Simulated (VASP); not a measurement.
Input of a VASP 6.6.1 run:

The input POSCAR:

```
NiO
1.0
    2.0885000000      2.0885000000      4.1770000000
    4.1770000000      2.0885000000      2.0885000000
    2.0885000000      4.1770000000      2.0885000000
Ni O
2 2
Direct
    0.0000000000      0.0000000000      0.0000000000
    0.5000000000      0.5000000000      0.5000000000
    0.2500000000      0.2500000000      0.2500000000
    0.7500000000      0.7500000000      0.7500000000
```

Contents of INCAR.step1:

```
PREC = Accurate
ENCUT = 600
EDIFF = 1E-8
ISMEAR = -1
SIGMA = 0.05
LREAL = F
LASPH = T
NELM = 150
ALGO = Fast
ISIF = 3
LWAVE = F
LCHARG = F
ISPIN = 2
MAGMOM = 2 -2 0 0
LORBIT = 11
LMAXMIX = 4
LDAU = T
LDAUTYPE = 2
LDAUL = 2 -1
LDAUU = 4 0
LDAUJ = 0 0
LDAUPRINT = 1
GGA = PE
IBRION = 2
NSW = 40
EDIFFG = -0.002
```

The input INCAR.step2:

```
PREC = Accurate
ENCUT = 600
EDIFF = 1E-8
ISMEAR = -1
SIGMA = 0.05
LREAL = F
LASPH = T
NELM = 150
ALGO = Fast
ISIF = 2
LWAVE = F
LCHARG = F
ISPIN = 2
MAGMOM = 2 -2 0 0
LORBIT = 11
LMAXMIX = 4
LDAU = T
LDAUTYPE = 2
LDAUL = 2 -1
LDAUU = 4 0
LDAUJ = 0 0
LDAUPRINT = 1
GGA = PE
IBRION = 6
NFREE = 2
POTIM = 0.015
NSW = 1
```

The input KPOINTS:

```
Automatic mesh
0
Gamma
  6 6 6
```

Potentials or basis: VASP PAW PBE potentials, release 64 (Ni, O).

Launch:

```sh
$ cat potpaw_PBE.64/Ni/POTCAR potpaw_PBE.64/O/POTCAR > POTCAR
$ cp INCAR.step1 INCAR
$ mpirun -np 1 vasp_std > vasp.out
$ cp CONTCAR POSCAR
$ cp INCAR.step2 INCAR
$ mpirun -np 1 vasp_std > vasp.out
```

(1) What does it give for the highest phonon frequency at Γ, LO-TO splitting left out?

(2) Estimate the space group after relaxing (to 0.05 Å).

(3) Predict the relaxed volume.

(4) Estimate the relaxed cell.

Results:

(1) 514 cm⁻¹.

(2) Fm-3m (No. 225).

(3) 9.19 Å³/atom.

(4) a = 5.125 Å, b = 5.125 Å, c = 5.125 Å, α = 33.61°, β = 33.61°, γ = 33.61°.

Caveat: the k mesh is coarse (spacing up to 0.42 Å⁻¹), so the values aren't converged.
